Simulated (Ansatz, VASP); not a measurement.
Cs in VASP and in Ansatz

```
Cs
1.0
    -3.07717    3.07717    3.07717
     3.07717   -3.07717    3.07717
     3.07717    3.07717   -3.07717
Cs
1
Cartesian
  0.0000 0.0000 0.0000
```

Alike in both runs: task single point; functional PBE; k mesh 7 × 7 × 7; occupations gaussian, width 0.3 eV; no spin polarisation.

|  | VASP | Ansatz |
| --- | --- | --- |
| version | VASP 6.6.1 | Ansatz 0.2.0 |
| potentials or method | VASP PAW PBE potentials, release 64 (Cs_sv) | plane waves (420 eV) with PAW, scalar-relativistic |
| plane-wave cutoff (eV) | 520 | 420 |
| valence electrons in the cell | 9 | 9 |

```csv
,VASP,Ansatz,Ansatz less VASP
pressure (GPa),0.0,0.0,+0.01
```

The runs have no spin-orbit coupling, so splittings on Cs are missing.
